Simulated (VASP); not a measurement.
# Ta3N (P-3m1) in VASP: settings compared, part 2 of 2

VASP 6.6.1.

## (3) Band structure, r2SCAN

INCAR reads:

```
SYSTEM = Ta3N
PREC = Accurate ; ENCUT = 520
EDIFF = 1E-6 ; ISMEAR = -1
SIGMA = 0.05 ; LREAL = .False.
LASPH = .True. ; NELM = 100
ALGO = Normal ; ISIF = 2
LWAVE = .False. ; LCHARG = .False.
LMAXMIX = 4 ; METAGGA = R2SCAN
LMIXTAU = .True. ; NBANDS = 27
```

KPOINTS reads:

```
Automatic mesh
0
Gamma
  7 7 3
  0 0 0
```

POSCAR reads:

```
Ta3N
1.0
    3.0322239879      0.0000000000      0.0000000000
   -1.5161119940      2.6259830035      0.0000000000
    0.0000000000      0.0000000000      7.5241370000
Ta N
3 1
Direct
    0.6666666667      0.3333333333      0.8260700000
    0.3333333333      0.6666666667      0.1739300000
    0.0000000000      0.0000000000      0.5000000000
    0.0000000000      0.0000000000      0.0000000000
```

KPOINTS_OPT reads:

```
path GMKGALHA,LM,KH
20
line-mode
reciprocal
 0.0000000000  0.0000000000  0.0000000000  G
 0.5000000000  0.0000000000  0.0000000000  M

 0.5000000000  0.0000000000  0.0000000000  M
 0.3333333333  0.3333333333  0.0000000000  K

 0.3333333333  0.3333333333  0.0000000000  K
 0.0000000000  0.0000000000  0.0000000000  G

 0.0000000000  0.0000000000  0.0000000000  G
 0.0000000000  0.0000000000  0.5000000000  A

 0.0000000000  0.0000000000  0.5000000000  A
 0.5000000000  0.0000000000  0.5000000000  L

 0.5000000000  0.0000000000  0.5000000000  L
 0.3333333333  0.3333333333  0.5000000000  H

 0.3333333333  0.3333333333  0.5000000000  H
 0.0000000000  0.0000000000  0.5000000000  A

 0.5000000000  0.0000000000  0.5000000000  L
 0.5000000000  0.0000000000  0.0000000000  M

 0.3333333333  0.3333333333  0.0000000000  K
 0.3333333333  0.3333333333  0.5000000000  H
```

Potentials or basis: VASP PAW PBE potentials, release 64 (Ta_pv, N).

Command:

```sh
$ cat potpaw_PBE.64/Ta_pv/POTCAR potpaw_PBE.64/N/POTCAR > POTCAR
$ mpirun -np 1 vasp_std > vasp.out
```

OUTCAR:

```text
SYSTEM = Ta3N
   PREC = Accurate
   ENCUT = 520
   EDIFF = 1E-6
   ISMEAR = -1
   LREAL = .False.
   LASPH = .True.
   NELM = 100
   ISIF = 2
   METAGGA = R2SCAN

 ion  position               nearest neighbor table
   1  0.667  0.333  0.826-   4 2.19   4 2.19   4 2.19   3 3.01   3 3.01   3 3.01   2 3.15   2 3.15
                             2 3.15
   2  0.333  0.667  0.174-   4 2.19   4 2.19   4 2.19   3 3.01   3 3.01   3 3.01   1 3.15   1 3.15
                             1 3.15
   3  0.000  0.000  0.500-   1 3.01   2 3.01   1 3.01   2 3.01   1 3.01   2 3.01
   4  0.000  0.000  0.000-   1 2.19   2 2.19   1 2.19   2 2.19   1 2.19   2 2.19

  LATTYP: Found a hexagonal cell.
 ALAT       =     3.0322239879
 C/A-ratio  =     2.4813922158

  Lattice vectors:

 A1 = (   3.0322239879,   0.0000000000,   0.0000000000)
 A2 = (  -1.5161119940,   2.6259830035,   0.0000000000)
 A3 = (   0.0000000000,   0.0000000000,   7.5241370000)

Analysis of symmetry for initial positions (statically):
[... 169 lines left out ...]
  free energy    TOTEN  =      -157.04813841 eV

  energy without entropy =     -157.02042574  energy(sigma->0) =     -157.03428208

 E-fermi :   6.6085     XC(G=0): -13.7681

 val. band max:        6.5910143857   @ k =   0.2857   0.1429   0.0000
 cond. band min:       6.6125843373   @ k =   0.4286   0.1429   0.0000
 fundamental gap:      0.0215699516
 Fermi energy:         6.6084695745

 k-point     1 :       0.0000    0.0000    0.0000
  band No.  band energies     occupation
      1     -29.9098      2.00000
      2     -29.6124      2.00000
      3     -29.2773      2.00000
      4     -29.2773      2.00000
      5     -29.2495      2.00000
      6     -29.2495      2.00000
[... 589 lines left out ...]
     26      11.5743      0.00000
     27      11.8348      0.00000

------------------------ aborting loop because EDIFF is reached ----------------------------------------

  FORCE on cell =-STRESS in cart. coord.  units (eV):
  Direction    XX          YY          ZZ          XY          YZ          ZX
  --------------------------------------------------------------------------------------
  -------------------------------------------------------------------------------------
  Total       -1.5555902     -1.5555902     -0.2483629      0.0000000     -0.0000000     -0.0000000
  in kB      -41.6002453    -41.6002453     -6.6418237      0.0000000     -0.0000000     -0.0000000
  external PRESSURE =     -29.9474381 kB  Pullay stress =       0.0000000 kB

 VOLUME and BASIS-vectors are now :
 -----------------------------------------------------------------------------
  energy-cutoff  :      520.00
  volume of cell :       59.91
      direct lattice vectors                 reciprocal lattice vectors
     3.032223988  0.000000000  0.000000000     0.329790940  0.190404888  0.000000000
    -1.516111994  2.625983004  0.000000000     0.000000000  0.380809776  0.000000000
     0.000000000  0.000000000  7.524137000     0.000000000  0.000000000  0.132905608

 POSITION                                       TOTAL-FORCE (eV/Angst)
 -----------------------------------------------------------------------------------
      1.51611      0.87533      6.21546         0.000000     -0.000000      0.158542
     -0.00000      1.75066      1.30867        -0.000000      0.000000     -0.158542
      0.00000      0.00000      3.76207        -0.000000      0.000000      0.000000
      0.00000      0.00000      0.00000        -0.000000      0.000000      0.000000
 -----------------------------------------------------------------------------------
    total drift:                                0.000000     -0.000000      0.000000

  FREE ENERGIE OF THE ION-ELECTRON SYSTEM (eV)
  ---------------------------------------------------
  free  energy   TOTEN  =      -157.0481384110 eV

  energy  without entropy=     -157.0204257394  energy(sigma->0) =     -157.03428208
```

OSZICAR:

```text
N       E                     dE             d eps       ncg     rms          rms(c)
DAV:   1     0.232006347556E+03    0.23201E+03   -0.21859E+04  1080   0.153E+03
DAV:   2    -0.154160959941E+03   -0.38617E+03   -0.37790E+03  1228   0.445E+02
DAV:   3    -0.170865257020E+03   -0.16704E+02   -0.16383E+02  1396   0.846E+01
DAV:   4    -0.171131313109E+03   -0.26606E+00   -0.26490E+00  1368   0.105E+01
DAV:   5    -0.171134968383E+03   -0.36553E-02   -0.36476E-02  1425   0.111E+00    0.303E+01
DAV:   6    -0.160015517235E+03    0.11119E+02   -0.14616E+01  1471   0.275E+01    0.132E+01
DAV:   7    -0.156199242912E+03    0.38163E+01   -0.27339E+00  1280   0.104E+01    0.435E+00
DAV:   8    -0.156883438225E+03   -0.68420E+00   -0.12810E+00  1233   0.741E+00    0.199E+00
DAV:   9    -0.157045305745E+03   -0.16187E+00   -0.27446E-01  1356   0.345E+00    0.866E-01
DAV:  10    -0.156956160390E+03    0.89145E-01   -0.98266E-02  1339   0.184E+00    0.609E-01
[... 82 further cycles ...]
DAV:   9    -0.100573901408E+05   -0.19206E-06     1093
       N       E                     dE             ncg
DAV:   1    -0.231941740898E+04   -0.36443E+05     1080
DAV:   2    -0.973533144064E+04   -0.74159E+04     1201
DAV:   3    -0.100160453792E+05   -0.28071E+03     1394
DAV:   4    -0.100204052180E+05   -0.43598E+01     1328
DAV:   5    -0.100204725651E+05   -0.67347E-01     1318
DAV:   6    -0.100204747073E+05   -0.21422E-02     1368
DAV:   7    -0.100204748016E+05   -0.94285E-04     1240
DAV:   8    -0.100204748060E+05   -0.44245E-05     1200
DAV:   9    -0.100204748062E+05   -0.21716E-06      910
```

Run time: 8.1 min. Hardware: 1 thread of Intel Xeon Platinum 8375C at 2.90GHz (Ice Lake), shared host; peak memory 0.18 GiB.

What came out:

| Quantity | Value |
| --- | --- |
| Free energy | -157.0481 eV |
| Pressure | -3.0 GPa |
| Largest force | 0.159 eV/Å |
| Band gap along the path | none (metal or under the smearing width) |

Forces on the atoms (eV/Å):
```
Ta   0.000  0.000  0.159
Ta   0.000  0.000 -0.159
Ta   0.000  0.000  0.000
N    0.000  0.000  0.000
```

Stress tensor (GPa, compression positive):
```
-4.16  0.00  0.00
 0.00 -4.16  0.00
 0.00  0.00 -0.66
```

Levels at the corners of the path, in eV from the Fermi level:
| point | band 16 | band 17 | band 18 | band 19 | band 20 | band 21 | band 22 | band 23 |
| --- | --- | --- | --- | --- | --- | --- | --- | --- |
| Γ | -1.66 | -0.44 | -0.44 | -0.31 | 0.32 | 0.32 | 0.92 | 1.92 |
| M | -3.32 | -1.43 | -0.56 | 0.11 | 0.75 | 0.77 | 3.61 | 4.24 |
| M | -3.32 | -1.43 | -0.56 | 0.11 | 0.75 | 0.77 | 3.61 | 4.24 |
| K | -2.61 | -1.57 | -1.57 | -0.65 | 0.53 | 0.53 | 3.42 | 3.42 |
| K | -2.61 | -1.57 | -1.57 | -0.65 | 0.53 | 0.53 | 3.42 | 3.42 |
| Γ | -1.66 | -0.44 | -0.44 | -0.31 | 0.32 | 0.32 | 0.92 | 1.92 |
| Γ | -1.66 | -0.44 | -0.44 | -0.31 | 0.32 | 0.32 | 0.92 | 1.92 |
| A | -1.40 | -1.20 | -0.22 | -0.22 | 0.58 | 0.58 | 1.23 | 1.37 |
| A | -1.40 | -1.20 | -0.22 | -0.22 | 0.58 | 0.58 | 1.23 | 1.37 |
| L | -3.12 | -1.58 | -1.36 | 0.03 | 0.93 | 1.35 | 2.51 | 4.56 |
| L | -3.12 | -1.58 | -1.36 | 0.03 | 0.93 | 1.35 | 2.51 | 4.56 |
| H | -2.59 | -1.63 | -1.63 | -1.55 | 0.45 | 0.45 | 3.17 | 3.17 |
| H | -2.59 | -1.63 | -1.63 | -1.55 | 0.45 | 0.45 | 3.17 | 3.17 |
| A | -1.40 | -1.20 | -0.22 | -0.22 | 0.58 | 0.58 | 1.23 | 1.37 |
| L | -3.12 | -1.58 | -1.36 | 0.03 | 0.93 | 1.35 | 2.51 | 4.56 |
| M | -3.32 | -1.43 | -0.56 | 0.11 | 0.75 | 0.77 | 3.61 | 4.24 |
| K | -2.61 | -1.57 | -1.57 | -0.65 | 0.53 | 0.53 | 3.42 | 3.42 |
| H | -2.59 | -1.63 | -1.63 | -1.55 | 0.45 | 0.45 | 3.17 | 3.17 |

Caveat: the PAW data sets were made with another functional, which shifts forces and pressure a little; spin-orbit coupling is left out, which moves the levels of the heavy elements.

## (4) For comparison

An earlier run on the cell as given: functional PBE; potentials or basis VASP PAW PBE potentials, release 64 (Ta_pv, N); cutoff 520 eV; k mesh 10 × 10 × 4; occupations fermi-dirac, width 0.05 eV; no spin polarisation.

- Pressure: -0.4 GPa
- Largest force: 0.084 eV/Å
- Band gap on the k mesh: none (metal or under the smearing width)

## (5) The runs side by side

| task | level | k mesh | pressure (GPa) | largest force (eV/Å) |
| --- | --- | --- | --- | --- |
| band structure | PW91 | 7 × 7 × 3 | - | - |
| band structure | r2SCAN | 7 × 7 × 3 | -3.0 | 0.16 |
| single point | PBE | 10 × 10 × 4 | -0.4 | 0.08 |

Alike in all rows: potentials or basis VASP PAW PBE potentials, release 64 (Ta_pv, N); no spin polarisation; cell as given; cutoff (eV) 520; smearing fermi-dirac 0.05 eV.

Caveats: the PAW data sets were made with another functional, which shifts forces and pressure a little (some runs); spin-orbit coupling is left out, which moves the levels of the heavy elements (some runs).

Total energies depend on the potentials used, so only differences within one code and one set of settings carry meaning.
